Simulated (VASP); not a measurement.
# C (Fd-3m) in VASP: further runs

One crystal, C, is run at these levels: PBEsol; tasks: relaxation of cell and atoms, single point.

Program: VASP 6.6.1. These are calculated values, not measurements. Logs are shortened: lines on timing, memory, paths and dates and some standing lists are left out, and cuts for length are marked.

## 1. Starting point

The structure is cubic, space group Fd-3m (No. 227). The conventional cell has a = 3.567 Å, b = 3.567 Å, c = 3.567 Å, α = 90.00°, β = 90.00°, γ = 90.00°. C (site symmetry -43m) is surrounded by 4 C at 1.54 Å.

This isn't the form of C at room conditions, which is graphite.

## 2. Relaxation of cell and atoms, PBEsol

INCAR

```
SYSTEM = C
  ALGO = Fast
  EDIFF = 1E-7
  EDIFFG = -0.002
  ENCUT = 520
  GGA = PS
  IBRION = 2
  ISIF = 3
  ISMEAR = 0
  LASPH = .TRUE.
  LCHARG = .FALSE.
  LREAL = .FALSE.
  LWAVE = .FALSE.
  NELM = 80
  NSW = 80
  PREC = Accurate
  SIGMA = 0.02
```

KPOINTS

```
k-points
0
G
  14 14 14
  0 0 0
```

POSCAR

```
C
1.0
    0.0000000000      1.7833700000      1.7833700000
    1.7833700000      0.0000000000      1.7833700000
    1.7833700000      1.7833700000      0.0000000000
C
2
Direct
    0.0000000000      0.0000000000      0.0000000000
    0.2500000000      0.2500000000      0.2500000000
```

Potentials or basis: VASP PAW PBE potentials, release 64 (C).

On the command line:

```sh
cat potpaw_PBE.64/C/POTCAR > POTCAR
mpirun -np 1 vasp_std > vasp.out
```

OUTCAR:

```text
SYSTEM = C
   EDIFF = 1E-7
   EDIFFG = -0.002
   ENCUT = 520
   GGA = PS
   IBRION = 2
   ISIF = 3
   ISMEAR = 0
   LASPH = .TRUE.
   LREAL = .FALSE.
   NELM = 80
   NSW = 80
   PREC = Accurate

 ion  position               nearest neighbor table
   1  0.000  0.000  0.000-   2 1.54   2 1.54   2 1.54   2 1.54
   2  0.250  0.250  0.250-   1 1.54   1 1.54   1 1.54   1 1.54

  LATTYP: Found a face centered cubic cell.
 ALAT       =     3.5667400000

  Lattice vectors:

 A1 = (   0.0000000000,   1.7833700000,   1.7833700000)
 A2 = (   1.7833700000,   0.0000000000,   1.7833700000)
 A3 = (   1.7833700000,   1.7833700000,   0.0000000000)

Analysis of symmetry for initial positions (statically):
=====================================================================
 Subroutine PRICEL returns:
 Original cell was already a primitive cell.

 Routine SETGRP: Setting up the symmetry group for a
 face centered cubic supercell.

 Subroutine GETGRP returns: Found 48 space group operations
 (whereof 24 operations were pure point group operations)
 out of a pool of 48 trial point group operations.

The static configuration has the point symmetry T_d .
 The point group associated with its full space group is O_h .

Analysis of symmetry for dynamics (positions and initial velocities):
=====================================================================
 Subroutine PRICEL returns:
 Original cell was already a primitive cell.

 Routine SETGRP: Setting up the symmetry group for a
 face centered cubic supercell.

 Subroutine GETGRP returns: Found 48 space group operations
 (whereof 24 operations were pure point group operations)
 out of a pool of 48 trial point group operations.

The dynamic configuration has the point symmetry T_d .
 The point group associated with its full space group is O_h .

 Subroutine INISYM returns: Found 48 space group operations
 (whereof 24 operations are pure point group operations),
 and found     1 'primitive' translations

----------------------------------------------------------------------------------------

                                     Primitive cell

  volume of cell :      11.3437

  direct lattice vectors                    reciprocal lattice vectors
     0.000000000  1.783370000  1.783370000    -0.280368067  0.280368067  0.280368067
     1.783370000  0.000000000  1.783370000     0.280368067 -0.280368067  0.280368067
     1.783370000  1.783370000  0.000000000     0.280368067  0.280368067 -0.280368067

  length of vectors
     2.522066041  2.522066041  2.522066041     0.485611737  0.485611737  0.485611737

  position of ions in fractional coordinates (direct lattice)
     0.000000000  0.000000000  0.000000000
     0.250000000  0.250000000  0.250000000

  ion indices of the primitive-cell ions
   primitive index   ion index
                 1           1
                 2           2

----------------------------------------------------------------------------------------

 KPOINTS: k-points

Automatic generation of k-mesh.
 Grid dimensions read from file:
 generate k-points for:   14   14   14

 Generating k-lattice:

  Cartesian coordinates                     Fractional coordinates (reciprocal lattice)
    -0.020026291  0.020026291  0.020026291     0.071428571  0.000000000  0.000000000
     0.020026291 -0.020026291  0.020026291     0.000000000  0.071428571  0.000000000
     0.020026291  0.020026291 -0.020026291     0.000000000  0.000000000  0.071428571

  Length of vectors
     0.034686553  0.034686553  0.034686553

  Shift w.r.t. Gamma in fractional coordinates (k-lattice)
     0.000000000  0.000000000  0.000000000

 Subroutine IBZKPT returns following result:
 ===========================================

 Found    104 irreducible k-points:

 Following reciprocal coordinates:
            Coordinates               Weight
  0.000000  0.000000  0.000000      1.000000
  0.071429  0.000000  0.000000      8.000000
  0.142857  0.000000  0.000000      8.000000
  0.214286  0.000000  0.000000      8.000000
  0.285714  0.000000  0.000000      8.000000
  0.357143  0.000000  0.000000      8.000000
[... 16 lines left out ...]
  0.214286  0.142857  0.000000     24.000000
  0.285714  0.142857  0.000000     24.000000
 [... further k-points ...]
   k-points           NKPTS =    104   k-points in BZ     NKDIM =    104   number of bands    NBANDS=      8
   number of dos      NEDOS =    301   number of ions     NIONS =      2
   total plane-waves  NPLWV =   8000
   dimension x,y,z NGX =    20 NGY =   20 NGZ =   20
   dimension x,y,z NGXF=    40 NGYF=   40 NGZF=   40
   ions per type =               2
   NGX,Y,Z   is equivalent  to a cutoff of  13.18, 13.18, 13.18 a.u.
   NGXF,Y,Z  is equivalent  to a cutoff of  26.37, 26.37, 26.37 a.u.
 SYSTEM =  C
   PREC   = accura    normal or accurate (medium, high low for compatibility)
   ISTART =      0    job   : 0-new  1-cont  2-samecut
   ICHARG =      2    charge: 1-file 2-atom 10-const
   ISPIN  =      1    spin polarized calculation?
   LNONCOLLINEAR =      F non collinear calculations
   LSORBIT =      F    spin-orbit coupling
   LASPH  =      T    aspherical Exc in radial PAW
   ENCUT  =  520.0 eV  38.22 Ry    6.18 a.u.   4.69  4.69  4.69*2*pi/ulx,y,z
   NELM   =     80;   NELMIN=  2; NELMDL= -5     # of ELM steps
   EDIFF  = 0.1E-06   stopping-criterion for ELM
   LREAL  =      F    real-space projection
   EDIFFG = -.2E-02   stopping-criterion for IOM
   NSW    =     80    number of steps for IOM
   IBRION =      2    ionic relax: 0-MD 1-quasi-New 2-CG
   NFREE  =      1    steps in history (QN), initial steepest desc. (CG)
   ISIF   =      3    stress and relaxation
   ISYM   =      2    0-nonsym 1-usesym 2-fastsym
   POTIM  = 0.5000    time-step for ionic-motion
   TEBEG  =    0.0;   TEEND  =   0.0 temperature during run
   PSTRESS=    0.0 pullay stress
   NELECT =       8.0000    total number of electrons
   NUPDOWN=      -1.0000    fix difference up-down
   EMIN   =  10.00;   EMAX   =-10.00  energy-range for DOS
   EFERMI =   0.00;   METHOD = LEGACY
   ISMEAR =     0;   SIGMA  =   0.02  broadening in eV -4-tet -1-fermi 0-gaus
   EFERMI_NEDOS =   21; number of points for ismear=-14 and -15
   IALGO  =     68    algorithm
   IMIX   =      4    mixing-type and parameters
     AMIX     =   0.40;   BMIX     =  1.00
     AMIX_MAG =   1.60;   BMIX_MAG =  1.00
  volume/ion in A,a.u.               =       5.67        38.28
  Fermi-wavevector in a.u.,A,eV,Ry     =   1.457203  2.753714 28.891161  2.123440
  Thomas-Fermi vector in A             =   2.574032
   LORBIT       =      0    0 simple, 1 ext, 2 COOP (PROOUT), +10 PAW based schemes
   GGA     = PS    functional components
   LHFCALC =     F    Hartree Fock is set to
   AEXX    =    0.0000 exact exchange contribution
   IVDW    =     0    specifies the selected vdW correction
   LEPSILON=     F    determine dielectric tensor
   LRPA    =     F    only Hartree local field effects (RPA)
 conjugate gradient relaxation of ions
 non-spin polarized calculation
 RMM-DIIS sequential band-by-band and
 Gauss-broadening in eV      SIGMA  =   0.02
  energy-cutoff  :      520.00
  volume of cell :       11.34
 maximum number of plane-waves:       316
   NGX =  9   NGY =  9   NGZ =  9

--------------------------------------- Ionic step        1  -------------------------------------------

 number of electron       7.9999999 magnetization

 Free energy of the ion-electron system (eV)
  ---------------------------------------------------
  ext. energy  EPLUGINS =         0.00000000
  ---------------------------------------------------
  free energy    TOTEN  =       -19.24886674 eV

  energy without entropy =      -19.24886674  energy(sigma->0) =      -19.24886674

 E-fermi :   9.8797     XC(G=0): -13.4329

 val. band max:        9.7096053238   @ k =   0.0000   0.0000   0.0000
 cond. band min:      13.7154310448   @ k =   0.3571   0.3571   0.0000
 fundamental gap:      4.0058257210
 Fermi energy:         9.8797248817

 k-point     1 :       0.0000    0.0000    0.0000
  band No.  band energies     occupation
      1     -11.8125      2.00000
      2       9.7096      2.00000
      3       9.7096      2.00000
      4       9.7096      2.00000
      5      15.2487      0.00000
      6      15.2487      0.00000
      7      15.2487      0.00000
      8      23.0783      0.00000

 k-point     2 :       0.0714    0.0000    0.0000
  band No.  band energies     occupation
      1     -11.6708      2.00000
      2       8.7690      2.00000
      3       9.4640      2.00000
      4       9.4640      2.00000
      5      15.5692      0.00000
      6      15.5692      0.00000
      7      15.8092      0.00000
      8      23.1924      0.00000
[... 300 lines left out ...]
 POSITION                                       TOTAL-FORCE (eV/Angst)
 -----------------------------------------------------------------------------------
      1.77192      1.77192      0.00000        -0.000000     -0.000000     -0.000000
      0.88596      0.88596      0.88596         0.000000      0.000000      0.000000
 -----------------------------------------------------------------------------------
    total drift:                                0.000000      0.000000      0.000000

  FREE ENERGIE OF THE ION-ELECTRON SYSTEM (eV)
  ---------------------------------------------------
  free  energy   TOTEN  =       -19.2481533452 eV

  energy  without entropy=      -19.2481533452  energy(sigma->0) =      -19.24815335

--------------------------------------- Ionic step        3  -------------------------------------------

 number of electron       7.9999999 magnetization

 Free energy of the ion-electron system (eV)
  ---------------------------------------------------
  ext. energy  EPLUGINS =         0.00000000
  ---------------------------------------------------
  free energy    TOTEN  =       -19.25000338 eV

  energy without entropy =      -19.25000338  energy(sigma->0) =      -19.25000338

 E-fermi :  10.0218     XC(G=0): -13.4748

 val. band max:        9.8327275442   @ k =   0.0000   0.0000   0.0000
 cond. band min:      13.8577644786   @ k =   0.3571   0.3571   0.0000
 fundamental gap:      4.0250369344
 Fermi energy:        10.0218357982

 k-point     1 :       0.0000    0.0000    0.0000
  band No.  band energies     occupation
      1     -11.8038      2.00000
      2       9.8327      2.00000
      3       9.8327      2.00000
      4       9.8327      2.00000
      5      15.3952      0.00000
      6      15.3952      0.00000
      7      15.3952      0.00000
      8      23.3954      0.00000

 k-point     2 :       0.0714    0.0000    0.0000
  band No.  band energies     occupation
      1     -11.6613      2.00000
      2       8.8856      2.00000
      3       9.5848      2.00000
      4       9.5848      2.00000
      5      15.7188      0.00000
      6      15.7188      0.00000
      7      15.9635      0.00000
      8      23.5047      0.00000
[... 264 lines left out ...]
 POSITION                                       TOTAL-FORCE (eV/Angst)
 -----------------------------------------------------------------------------------
      0.00000      0.00000      0.00000        -0.000000     -0.000000     -0.000000
      0.88916      0.88916      0.88916         0.000000      0.000000      0.000000
 -----------------------------------------------------------------------------------
    total drift:                                0.000000      0.000000      0.000000

  FREE ENERGIE OF THE ION-ELECTRON SYSTEM (eV)
  ---------------------------------------------------
  free  energy   TOTEN  =       -19.2500033798 eV

  energy  without entropy=      -19.2500033798  energy(sigma->0) =      -19.25000338

 reached required accuracy - stopping structural energy minimisation
```

Wall time 15 s (1 thread of Intel Xeon Platinum 8375C at 2.90GHz (Ice Lake), shared host); peak memory 0.12 GiB.

What came out:

* Free energy: -19.2500 eV
* Relaxed volume: 5.62 Å³/atom
* Relaxed cell: a = 2.515 Å, b = 2.515 Å, c = 2.515 Å, α = 60.00°, β = 60.00°, γ = 60.00°
* Space group after relaxing (to 0.05 Å): Fd-3m (No. 227)
* Energy gained by relaxing: 0.6 meV/atom
* Ionic steps: 3
* Pressure after relaxing: 0.0 GPa
* Band gap on the k mesh: 4.03 eV, indirect (least direct gap 5.56 eV)

The path:
```tsv
step	energy change (eV)	largest force (eV/Å)	pressure (GPa)	volume (Å³)
1	0.0000	0.0000	-3.76	11.34
2	0.0007	0.0000	4.94	11.13
3	-0.0011	0.0000	-0.01	11.25
```

Final structure:
```yaml
crystal:
  lattice:
    - [0.00000, 1.77833, 1.77833]
    - [1.77833, 0.00000, 1.77833]
    - [1.77833, 1.77833, 0.00000]
  atoms:
    - { symbol: C, position: [0.00000, 0.00000, 0.00000] }
    - { symbol: C, position: [0.25000, 0.25000, 0.25000] }
```

Levels at points of the mesh, in eV from the valence-band top:
```
           k point  band 2  band 3  band 4  band 5  band 6  band 7
(0.00, 0.00, 0.00)    0.00    0.00    0.00    5.56    5.56    5.56
(0.50, 0.00, 0.00)  -13.56   -2.83   -2.83    8.42    8.42    8.96
(0.50, 0.50, 0.00)  -12.84   -6.39   -6.39    4.62    4.62   16.92
```

Caveat: the PAW data sets were made with another functional, which shifts forces and pressure a little. As with any semilocal functional, this PBEsol gap is likely too small.

(Part 1 of 2 ends here.)
